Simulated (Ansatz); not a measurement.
`CC(=O)O[SiH3]` + `CSCS` → `CSCS[SiH3]` + `CC(=O)O`  (ligand exchange at the Si–O bond)

Program: Ansatz. Geometries: PBE0-D4/def2-TZVP. ΔE: electronic, gas phase. CCSD(T)/CBS is the MP2 limit (def2-TZVPP, def2-QZVPP) plus CCSD(T) − MP2 in def2-TZVPP, frozen cores. Functionals use def2-TZVPP. B3LYP here is the variant with VWN-RPA as its local correlation; programs differ in this. HSE06 is defined as in plane-wave codes. One conformer a species, not always the lowest.

Question: Is it downhill or uphill in electronic energy at CCSD(T)/CBS, and by how much? (An estimate is asked.)

Answer: Computed: Uphill: ΔE = +0.22 eV.

Question: What do these levels give: LDA (SPW92), B3LYP-D4, HSE06-D4, ωB97M-V, B2PLYP, BLYP, r2SCAN, LC-ωPBE, MP2/def2-TZVPP, MP2/def2-QZVPP, HF/CBS(def2), MP2/CBS(def2)? (Best estimate.)

Answer: Ansatz gave: LDA (SPW92) 0.09, B3LYP-D4 0.22, HSE06-D4 0.09, ωB97M-V 0.21, B2PLYP 0.28, BLYP 0.29, r2SCAN 0.18, LC-ωPBE 0.20, MP2/def2-TZVPP 0.22, MP2/def2-QZVPP 0.21, HF/CBS(def2) 0.47, MP2/CBS(def2) 0.19 eV.

Question: What do rigid-rotor, harmonic-oscillator terms from PBE0-D4/def2-TZVP frequencies (298.15 K, 1 bar) make of the CCSD(T)/CBS value? (Best estimate.)

Answer: Ansatz gave: ΔZPE = +0.07 eV, ΔH = +0.29 eV, ΔS = 0 J/(mol·K), ΔG = +0.29 eV.

Largest T1 diagnostic among the species: 0.015.

In def2-TZVPP, CCSD(T) changes the Hartree–Fock value by −0.19 eV (the triples alone add −0.04 eV) and MP2 by −0.23 eV. From BLYP to BHLYP (50 % exact exchange), in def2-TZVPP and without D4, ΔE moves by +0.06 eV.
